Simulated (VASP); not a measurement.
# Si: a series in biaxial strain in the (001) plane

Wanted: the response of Si to biaxial strain in the (001) plane, as a table, with a fit that predicts a row left out.

Calculated with VASP 6.6.1; PBE; plane waves and PAW (Si), in the first sound run; inputs show where later runs differ.

**1. Set-up**

It takes space group Fd-3m (No. 227, cubic). The conventional cell has a = 5.431 Å, b = 5.431 Å, c = 5.431 Å, α = 90.00°, β = 90.00°, γ = 90.00°. Nearest to Si lie 4 Si at 2.35 Å.

As a file:

```cif
data_structure
_symmetry_space_group_name_H-M 'Fd-3m:1'
_symmetry_Int_Tables_number 227
_cell_length_a 5.4310
_cell_length_b 5.4310
_cell_length_c 5.4310
_cell_angle_alpha 90.000
_cell_angle_beta 90.000
_cell_angle_gamma 90.000
_cell_volume 160.19
loop_
_atom_site_label
_atom_site_type_symbol
_atom_site_symmetry_multiplicity
_atom_site_Wyckoff_symbol
_atom_site_fract_x
_atom_site_fract_y
_atom_site_fract_z
_atom_site_occupancy
Si1 Si 8 b 0.00000 0.00000 0.50000 1
```

**2. Relax the crystal, PBE**

The series starts from the cell that this level prefers, so that zero strain is near zero stress.

This step took 2 runs in a row; the last is shown.

Level: PBE; plane waves and PAW (Si).

INCAR reads:

```
SYSTEM = Si
PREC = Accurate
ENCUT = 450
EDIFF = 1E-07
NELM = 120
ISMEAR = 0
SIGMA = 0.02
LREAL = .FALSE.
ALGO = Normal
GGA = PE
NBANDS = 10
LORBIT = 11
LWAVE = .FALSE.
LCHARG = .FALSE.
KPAR = 16
IBRION = 2
NSW = 40
ISIF = 3
EDIFFG = -0.005
POTIM = 0.4
```

POSCAR reads:

```
Si
1.0
    0.0000000000      2.7342232665      2.7342232665
    2.7342232665      0.0000000000      2.7342232665
    2.7342232665      2.7342232665      0.0000000000
Si
2
Direct
    0.0000000000      0.0000000000      0.0000000000
    0.2500000000      0.2500000000      0.2500000000
```

KPOINTS reads:

```
Automatic mesh
0
Gamma
10 10 10
0 0 0
```

The projector-augmented-wave data sets are Si (PBE family, release 64).

Command:

```
$ mpirun -np 16 vasp_std
```

The program printed:

```text
[banner, memory and clock lines left out]
running   16 mpi-ranks, on    1 nodes
[...]
|                                                                             |
|           W    W    AA    RRRRR   N    N  II  N    N   GGGG   !!!           |
|           W    W   A  A   R    R  NN   N  II  NN   N  G    G  !!!           |
|           W    W  A    A  R    R  N N  N  II  N N  N  G       !!!           |
|           W WW W  AAAAAA  RRRRR   N  N N  II  N  N N  G  GGG   !            |
|           WW  WW  A    A  R   R   N   NN  II  N   NN  G    G                |
|           W    W  A    A  R    R  N    N  II  N    N   GGGG   !!!           |
|                                                                             |
|     For optimal performance we recommend to set                             |
|       NCORE = 2 up to number-of-cores-per-socket                            |
|     NCORE specifies how many cores store one orbital (NPAR=cpu/NCORE).      |
|     This setting can greatly improve the performance of VASP for DFT.       |
[...]
|     Unfortunately you need to use the default for GW and RPA                |
|     calculations (for HF NCORE is supported but not extensively tested      |
|     yet).                                                                   |
|                                                                             |

 LDA part: xc-table for (Slater+PW92), standard interpolation
 POSCAR, INCAR and KPOINTS ok, starting setup
[...]
entering main loop
       N       E                     dE             d eps       ncg     rms          rms(c)
DAV:   1     0.508140250778E+01    0.50814E+01   -0.30203E+03   940   0.547E+02
DAV:   2    -0.105739073354E+02   -0.15655E+02   -0.14648E+02  1272   0.783E+01
DAV:   3    -0.110141970827E+02   -0.44029E+00   -0.43949E+00  1232   0.119E+01
DAV:   4    -0.110174959231E+02   -0.32988E-02   -0.32984E-02  1174   0.115E+00
[...]
DAV:  11    -0.108492326525E+02   -0.50911E-06   -0.15139E-06  1196   0.702E-03    0.282E-03
DAV:  12    -0.108492328974E+02   -0.24492E-06   -0.44986E-07  1014   0.438E-03    0.856E-04
DAV:  13    -0.108492329061E+02   -0.86568E-08   -0.26670E-09   558   0.376E-04
   1 F= -.10849233E+02 E0= -.10849233E+02  d E =-.108492E+02
[...]
reached required accuracy - stopping structural energy minimisation
```

It took 2.6 s on 16 MPI ranks of AMD EPYC 9R45, shared host; peak memory 2.2 GiB; 22 s of CPU time.

Lines that name or quote the potential files are left out of all logs, and their timing lines are given in words.

Parts of OUTCAR (step 2):

```text
  Total        0.0015831      0.0015831      0.0015831      0.0000000      0.0000000     -0.0000000
  in kB        0.0620423      0.0620423      0.0620423      0.0000000      0.0000000     -0.0000000
  external PRESSURE =       0.0620423 kB  Pullay stress =       0.0000000 kB

 POSITION                                       TOTAL-FORCE (eV/Angst)
 -----------------------------------------------------------------------------------
      0.00000      0.00000      0.00000        -0.000000     -0.000000     -0.000000
      1.36711      1.36711      1.36711         0.000000      0.000000      0.000000
 -----------------------------------------------------------------------------------
    total drift:                                0.000000      0.000000     -0.000000

  FREE ENERGIE OF THE ION-ELECTRON SYSTEM (eV)
  ---------------------------------------------------
  free  energy   TOTEN  =       -10.8492329061 eV

  energy  without entropy=      -10.8492329061  energy(sigma->0) =      -10.84923291

 reached required accuracy - stopping structural energy minimisation

[... 3 further parts left out ...]
[key lines of the parts left out:]
E-fermi :   5.7408
```

Numbers from this step:

| Item | Value |
| --- | --- |
| energy(sigma→0) of the program | -10.8492 eV |
| stress, compression positive | xx, yy, zz 0.01, 0.01, 0.01 GPa |
| volume | 40.882 Å³ |
| ionic steps | 1 |

**3. Strain along the normal, PBE**

One member in full: the plane is strained by 2 %, and the strain along the normal is moved by secant steps until the normal stress is under 0.012 GPa or five steps are spent; the atoms relax at each step.

This step took 2 runs, each at a new trial strain with the atoms of the one before; the last is shown.

Level: PBE; plane waves and PAW (Si).

INCAR, as its differences from that of step 2:

```diff
@@ -14,7 +14,7 @@
 LCHARG = .FALSE.
-KPAR = 16
-IBRION = 2
-NSW = 40
-ISIF = 3
-EDIFFG = -0.005
-POTIM = 0.4
+KPAR = 4
+IBRION = 1
+NSW = 25
+ISIF = 2
+EDIFFG = -0.004
+POTIM = 0.3
```

POSCAR reads:

```
Si
1.0
    0.0000000000      2.7889077320      2.6935752270
    2.7889077320      0.0000000000      2.6935752270
    2.7889077320      2.7889077320      0.0000000000
Si
2
Direct
    0.0000000000      0.0000000000      0.0000000000
    0.2500000000      0.2500000000      0.2500000000
```

KPOINTS is that of step 2.

Command:

```
$ mpirun -np 4 vasp_std
```

The program printed:

```text
[banner, memory and clock lines left out]
running    4 mpi-ranks, on    1 nodes
[...]
LDA part: xc-table for (Slater+PW92), standard interpolation
 POSCAR, INCAR and KPOINTS ok, starting setup
[...]
entering main loop
       N       E                     dE             d eps       ncg     rms          rms(c)
DAV:   1     0.470136181940E+01    0.47014E+01   -0.29241E+03  2040   0.544E+02
DAV:   2    -0.105234606929E+02   -0.15225E+02   -0.14501E+02  2910   0.787E+01
DAV:   3    -0.109836911515E+02   -0.46023E+00   -0.45911E+00  2588   0.118E+01
DAV:   4    -0.109875215526E+02   -0.38304E-02   -0.38300E-02  2514   0.133E+00
[...]
DAV:  11    -0.108328155176E+02   -0.61394E-06   -0.14996E-06  2600   0.694E-03    0.257E-03
DAV:  12    -0.108328157561E+02   -0.23854E-06   -0.44069E-07  2226   0.432E-03    0.786E-04
DAV:  13    -0.108328157660E+02   -0.98687E-08   -0.25518E-09  1234   0.370E-04
   1 F= -.10832816E+02 E0= -.10832816E+02  d E =-.108328E+02
 BRION: g(F)=  0.646E-50 g(S)=  0.000E+00
 reached required accuracy - stopping structural energy minimisation
```

Elapsed: 8 s, on 4 MPI ranks; peak memory 0.52 GiB.

Parts of OUTCAR (step 3):

```text
  Total       -0.8246398     -0.8246398      0.0009629      0.0000000     -0.0000000      0.0000000
  in kB      -31.5317066    -31.5317066      0.0368189      0.0000000     -0.0000000      0.0000000
  external PRESSURE =     -21.0088648 kB  Pullay stress =       0.0000000 kB

 POSITION                                       TOTAL-FORCE (eV/Angst)
 -----------------------------------------------------------------------------------
      0.00000      0.00000      0.00000         0.000000      0.000000     -0.000000
      1.39445      1.39445      1.34679        -0.000000     -0.000000      0.000000
 -----------------------------------------------------------------------------------
    total drift:                                0.000000      0.000000     -0.000000

  FREE ENERGIE OF THE ION-ELECTRON SYSTEM (eV)
  ---------------------------------------------------
  free  energy   TOTEN  =       -10.8328157660 eV

  energy  without entropy=      -10.8328157660  energy(sigma->0) =      -10.83281577

[... 1 part as in an earlier step ...]

[... 3 further parts left out ...]
[key lines of the parts left out:]
E-fermi :   5.6776
```

This run gave:

- energy(sigma→0) of the program: -10.8328 eV
- stress, compression positive: xx, yy, zz -3.15, -3.15, 0.00 GPa
- ionic steps: 1

**4. Band edges, HSE06**

Short lines in KPOINTS_OPT sample the zone centre along and across the normal of the plane, for masses, and the other valleys.

Level: HSE06; plane waves and PAW (Si).

INCAR reads:

```
SYSTEM = Si
PREC = Accurate
ENCUT = 450
EDIFF = 1E-06
NELM = 100
ISMEAR = 0
SIGMA = 0.02
LREAL = .FALSE.
ALGO = Normal
LHFCALC = .TRUE.
AEXX = 0.25
GGA = PE
HFSCREEN = 0.2
LASPH = .TRUE.
NBANDS = 9
PRECFOCK = Fast
LWAVE = .FALSE.
LCHARG = .FALSE.
KPAR = 4
```

POSCAR is that of step 3.

KPOINTS reads:

```
Automatic mesh
0
Gamma
5 5 5
0 0 0
```

KPOINTS_OPT reads:

```
Line mode
6
Line-mode
Reciprocal
  0.00000000   0.00000000   0.00000000
  0.02143479   0.02143479   0.00000000

  0.00000000   0.00000000   0.00000000
 -0.00000000  -0.02219342  -0.02219342

  0.31000000   0.31000000   0.00000000
  0.50000000   0.50000000   0.00000000

  0.00000000   0.31000000   0.31000000
  0.00000000   0.50000000   0.50000000

  0.45000000   0.45000000   0.45000000
  0.50000000   0.50000000   0.50000000

  0.45000000   0.00000000   0.00000000
  0.50000000   0.00000000   0.00000000

  0.42500000   0.42500000   0.00000000
  0.42500000   0.44719342   0.02219342

  0.50000000   0.50000000   0.50000000
  0.48430688   0.51569312   0.50000000
```

Command:

```
$ mpirun -np 4 vasp_std
```

The program printed:

```text
[banner, memory and clock lines left out]
running    4 mpi-ranks, on    1 nodes
[...]
LDA part: xc-table for (Slater+PW92), standard interpolation
 found WAVECAR, reading the header
 POSCAR, INCAR and KPOINTS ok, starting setup
[...]
reading WAVECAR
 the WAVECAR file was read successfully
 initial charge from wavefunction
 entering main loop
       N       E                     dE             d eps       ncg     rms          rms(c)
DAV:   1    -0.124981646756E+02   -0.12498E+02   -0.41062E-01   332   0.451E+00    0.341E+00
DAV:   2    -0.125005535882E+02   -0.23889E-02   -0.74505E-03   393   0.724E-01    0.221E+00
DAV:   3    -0.125000379118E+02    0.51568E-03   -0.28627E-04   400   0.117E-01    0.130E+00
DAV:   4    -0.124998330484E+02    0.20486E-03   -0.55398E-05   364   0.491E-02    0.746E-01
DAV:   5    -0.124997618700E+02    0.71178E-04   -0.20906E-05   377   0.301E-02    0.425E-01
DAV:   6    -0.124997389631E+02    0.22907E-04   -0.71236E-06   384   0.175E-02    0.242E-01
DAV:   7    -0.124997310006E+02    0.79625E-05   -0.25903E-06   367   0.106E-02    0.137E-01
DAV:   8    -0.124997285985E+02    0.24021E-05   -0.80182E-07   201   0.597E-03    0.787E-02
DAV:   9    -0.124997279336E+02    0.66491E-06   -0.35027E-07   180   0.408E-03
   1 F= -.12499728E+02 E0= -.12499728E+02  d E =-.176425E-29
 Start KPOINTS_OPT (optional k-point list driver)
k-point batch [1-18\48]
       N       E                     dE             ncg
DAV:   1     0.537354513696E+03   -0.92349E+03      324
DAV:   2     0.180322259199E+03   -0.35703E+03      510
DAV:   3     0.143276209184E+03   -0.37046E+02      416
DAV:   4     0.142910324031E+03   -0.36589E+00      413
DAV:   5     0.142905437184E+03   -0.48868E-02      423
DAV:   6     0.142905389898E+03   -0.47286E-04      473
DAV:   7     0.142905389300E+03   -0.59805E-06      385
[...]
k-point batch [37-48\48]
       N       E                     dE             ncg
DAV:   1     0.159430494843E+04   -0.29461E+04      216
DAV:   2     0.138235620223E+04   -0.21195E+03      262
DAV:   3     0.136858029673E+04   -0.13776E+02      335
DAV:   4     0.136846252597E+04   -0.11777E+00      336
DAV:   5     0.136846207331E+04   -0.45267E-03      328
DAV:   6     0.136846207218E+04   -0.11214E-05      336
DAV:   7     0.136846207218E+04   -0.35577E-08      312
```

Wall time 86 s (4 MPI ranks); peak memory 0.92 GiB; 4.5 min of CPU time.

From OUTCAR (step 4):

```text
  LATTYP: Found a body centered tetragonal cell.
 ALAT       =     3.9441111388
 C/A-ratio  =     1.3658718693

 Subroutine GETGRP returns: Found 16 space group operations
 (whereof  8 operations were pure point group operations)

The static configuration has the point symmetry D_2d.
 The point group associated with its full space group is D_4h.

 Found     18 irreducible k-points:

   k-points           NKPTS =     18   k-points in BZ     NKDIM =    125   number of bands    NBANDS=      9

   dimension x,y,z NGX =    28 NGY =   28 NGZ =   28
   dimension x,y,z NGXF=    56 NGYF=   56 NGZF=   56

   ENCUT  =  450.0 eV  33.07 Ry    5.75 a.u.   6.71  6.71  6.82*2*pi/ulx,y,z

   NELECT =       8.0000    total number of electrons

  exchange ACFDT corr.  =         0.00000000  see jH, gK, PRB 81, 115126

 E-fermi :   5.3388

 k-point     1 :       0.0000    0.0000    0.0000
  band No.  band energies     occupation
      1      -7.9360      2.00000
      2       4.9411      2.00000
      3       4.9411      2.00000
      4       5.1849      2.00000
      5       8.2639      0.00000
      6       8.3957      0.00000
      7       8.3957      0.00000
      8       8.8064      0.00000
      9      13.4722      0.00000

 k-point     2 :       0.2000    0.0000    0.0000
  band No.  band energies     occupation
      1      -7.3837      2.00000
      2       1.8239      2.00000
      3       4.3177      2.00000
      4       4.5513      2.00000
      5       7.8341      0.00000
      6       9.1669      0.00000
      7       9.1870      0.00000
      8      11.7100      0.00000
      9      12.9235      0.00000

 POSITION                                       TOTAL-FORCE (eV/Angst)
 -----------------------------------------------------------------------------------
      0.00000      0.00000      0.00000         0.000000      0.000000     -0.000000
      1.39445      1.39445      1.34679        -0.000000     -0.000000      0.000000
 -----------------------------------------------------------------------------------
    total drift:                                0.000000      0.000000      0.000000

  FREE ENERGIE OF THE ION-ELECTRON SYSTEM (eV)
  ---------------------------------------------------
  free  energy   TOTEN  =       -12.4997279336 eV

  energy  without entropy=      -12.4997279336  energy(sigma->0) =      -12.49972793

[... 1 part as in an earlier step ...]

[... 7 further parts left out ...]
```

Numbers from this step:

* energy(sigma→0) of the program: -12.4997 eV

**5. Band edges, PBE**

Short lines in KPOINTS_OPT sample the zone centre along and across the normal of the plane, for masses, and the other valleys.

Level: PBE; plane waves and PAW (Si).

INCAR reads:

```
SYSTEM = Si
PREC = Accurate
ENCUT = 450
EDIFF = 1E-06
NELM = 100
ISMEAR = 0
SIGMA = 0.02
LREAL = .FALSE.
ALGO = Normal
GGA = PE
NBANDS = 9
LWAVE = .FALSE.
LCHARG = .FALSE.
KPAR = 4
```

POSCAR is that of step 4.

KPOINTS reads:

```
Automatic mesh
0
Gamma
8 8 8
0 0 0
```

KPOINTS_OPT is that of step 4.

Command:

```
$ mpirun -np 4 vasp_std
```

The program printed:

```text
[... set-up lines as in an earlier step ...]
 entering main loop
       N       E                     dE             d eps       ncg     rms          rms(c)
DAV:   1     0.534525404144E+01    0.53453E+01   -0.30615E+03  1062   0.612E+02
DAV:   2    -0.106107109674E+02   -0.15956E+02   -0.15483E+02  1587   0.791E+01
DAV:   3    -0.109826336445E+02   -0.37192E+00   -0.37153E+00  1325   0.122E+01
DAV:   4    -0.109850192657E+02   -0.23856E-02   -0.23854E-02  1575   0.117E+00
[...]
DAV:   9    -0.108296834274E+02   -0.20977E-03   -0.21653E-04  1438   0.102E-01    0.536E-02
DAV:  10    -0.108297064245E+02   -0.22997E-04   -0.24066E-05  1185   0.329E-02    0.549E-03
DAV:  11    -0.108297066654E+02   -0.24093E-06   -0.89765E-07  1468   0.597E-03
   1 F= -.10829707E+02 E0= -.10829707E+02  d E =-.539008E-28
 Start KPOINTS_OPT (optional k-point list driver)
k-point batch [1-48\48]
       N       E                     dE             ncg
DAV:   1     0.134595405208E+04   -0.82577E+04      864
DAV:   2     0.533924414591E+03   -0.81203E+03     1270
DAV:   3     0.516506309025E+03   -0.17418E+02     1223
DAV:   4     0.516409512250E+03   -0.96797E-01     1194
DAV:   5     0.516408393861E+03   -0.11184E-02     1187
DAV:   6     0.516408379405E+03   -0.14455E-04     1204
DAV:   7     0.516408379090E+03   -0.31560E-06     1118
```

Wall time 5.2 s (4 MPI ranks); peak memory 0.53 GiB; 15 s of CPU time.

(Part 1 of 2 ends here.)

[Lines on the potential files, build, host, timing and source positions are cut from VASP's logs without a mark.]

[Logs are printed without paths, hosts, clocks, repeated set-up lines and the standing remarks that a program may print on its own settings, such as how far it seeks lower states.]

[Hosts, paths, dates, database ids (printed as entryN), source tags and the programs' standing remarks are cut or masked in the printed files.]

[In band tables of VASP the shares of atoms and orbitals are scaled to a sum of 1 inside the atoms' spheres.]
